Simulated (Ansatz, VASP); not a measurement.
# Two plane-wave programs on Hf

INCAR

```
PREC = Accurate
ENCUT = 520
EDIFF = 1E-7
ISMEAR = -1
SIGMA = 0.05
LREAL = False
LASPH = True
NELM = 80
ALGO = Normal
ISIF = 2
LWAVE = False
LCHARG = False
GGA = PE
NBANDS = 11
```

File KPOINTS:

```
Automatic mesh
0
Gamma
  10 10 10
```

The input POSCAR:

```
Hf
1.0
   -1.7681529262      1.7681529262      1.7681529262
    1.7681529262     -1.7681529262      1.7681529262
    1.7681529262      1.7681529262     -1.7681529262
Hf
1
Direct
    0.0000000000      0.0000000000      0.0000000000
```

input.yaml

```yaml
crystal:
  lattice:
    - [-1.7681529262, 1.7681529262, 1.7681529262]
    - [1.7681529262, -1.7681529262, 1.7681529262]
    - [1.7681529262, 1.7681529262, -1.7681529262]
  atoms:
    - { symbol: Hf, position: [0.0, 0.0, 0.0] }
hamiltonian:
  xc: pbe
  pseudopotentials: { kind: paw }
kpoints:
  mp_grid: { grid: [10, 10, 10] }
scf:
  occupations: { method: fermi_dirac, width: 0.05 }
output:
  forces: true
  stress: true
  eigenvalues: true
```

Change from the starting cell: volume scaled by 0.94.

Alike in both runs: task single point; functional PBE; k mesh 10 × 10 × 10; occupations fermi-dirac, width 0.05 eV; no spin polarisation.

```csv
,VASP,Ansatz
version,VASP 6.6.1,Ansatz 0.2.0
potentials or method,"VASP PAW PBE potentials, release 64 (Hf_pv)",Ansatz PAW
plane-wave cutoff (eV),520,420
valence electrons in the cell,10,26
```

Ansatz gave:

```
gap on the k mesh at the Fermi level (eV) : none
pressure (GPa)                            : 0.9
```

**Question.** Which values does VASP return?

**Answer.** gap on the k mesh at the Fermi level (eV): none; pressure (GPa): 0.6.

A gap of «none» marks a metal or a gap that the smearing closes. The two sets of potentials don't hold the same shells in valence.

Spin-orbit coupling is left out, which matters for the levels of Hf.
